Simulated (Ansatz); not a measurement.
Crystal: EuS.

```
Eu S
1.0
     0.00000    2.97850    2.97850
     2.97850    0.00000    2.97850
     2.97850    2.97850    0.00000
Eu S
1 1
Direct
  0.00000 0.00000 0.00000
  0.50000 0.50000 0.50000
```

Base run:

| Item | Value |
| --- | --- |
| Program | Ansatz 0.2.0 |
| Functional | PBE |
| Potentials or basis | Ansatz PAW |
| Cutoff | 420 eV (not typed: the program's choice for these potentials) |
| k mesh | 8 × 8 × 8 |
| Occupations | fermi-dirac, width 0.05 eV |
| Spin | collinear spin, ferromagnetic start |
| Starting moments | [7.0, 0.0] μB |
| Hubbard terms | Eu f U = 4 eV |

Its results: band gap on the k mesh 0.18 eV, indirect (least direct gap 0.47 eV); pressure 0.1 GPa; net moment 7.00 μB per cell; site moments Eu +6.85; S -0.06 μB.

Q: The run is repeated on the same cell with these changes: k mesh from 8 × 8 × 8 to 11 × 11 × 11; hubbard terms from Eu f U = 4 eV to none; hubbard projectors from ortho-atomic (the default) to none. What comes out?

A: Band gap on the k mesh none (metal or under the smearing width); pressure -2.5 GPa; net moment 6.99 μB per cell; site moments Eu +6.76; S -0.06 μB.

Several settings changed at once, so the effect can't be laid on one alone.

Caveats: spin-orbit coupling is left out, which moves the levels of the heavy elements; a cell with one magnetic atom can't hold antiferromagnetic order, which such compounds often take; the magnetic or orbital state may not be the lowest (some runs); without U or exact exchange the open f shell lies at the Fermi level, which spoils levels, moments and volumes (some runs).
